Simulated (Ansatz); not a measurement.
An Ansatz (a program for electronic structure) input (Ansatz, PBE, PAW, cutoff 420 eV, no SOC):

Ansatz 0.2 input:
```yaml
crystal:
  lattice:
    - [3.0727634638, 0, -0.0482423864]
    - [-1.5363817319, 2.6610912195, 0.0241211932]
    - [-0.2782486841, 0, 17.7228461185]
  atoms:
    - { symbol: Ti, position: [0, 0, 0] }
    - { symbol: Ti, position: [0, 0, 0.5] }
    - { symbol: Ti, position: [0.3333333333, 0.6666666667, 0.1348895518] }
    - { symbol: Ti, position: [0.6666666667, 0.3333333333, 0.6348895518] }
    - { symbol: Ti, position: [0.6666666667, 0.3333333333, 0.8651104482] }
    - { symbol: Ti, position: [0.3333333333, 0.6666666667, 0.3651104482] }
    - { symbol: Si, position: [0, 0, 0.25] }
    - { symbol: Si, position: [0, 0, 0.75] }
    - { symbol: C, position: [0.3333333333, 0.6666666667, 0.5723293905] }
    - { symbol: C, position: [0.6666666667, 0.3333333333, 0.0723293905] }
    - { symbol: C, position: [0.6666666667, 0.3333333333, 0.4276706095] }
    - { symbol: C, position: [0.3333333333, 0.6666666667, 0.9276706095] }
basis: { ecutwfc: 420, ecutrho_ratio: 4, xc_grid: 2, fft_grid_basis: typed }
kpoints: { mp_grid: { grid: [14, 14, 3] } }
hamiltonian:
  xc: pbe
  dispersion: none
  pseudopotentials: { kind: paw }
scf: { occupations: { method: fermi_dirac, width: 0.05 }, convergence: { dr2_threshold: 0.0000000012 } }
relax: { f_tol: 0.005, max_steps: 50 }
output: { forces: true, stress: true }
checkpoint: { write: state.ck, write_every: 1000 }
```

Task: Which symmetry and how many k-points will the program report, and about how many plane waves at Γ?

Result: Space group C2/c (ITA 15) with 4 operations, k-points 162 of 588, and 2817 plane waves at Γ.

Task: And the final pressure?

Result: 0.26 GPa (compression positive).

The cells carry an imposed strain or load. Whether these cells are dynamically stable was not tested. The final runs are not spin-polarised. The cell was made from Ti$_{3}$SiC$_{2}$ (space group P6_3/mmc, No. 194) by this change: tensor shear ε_xz = −1.57 %.
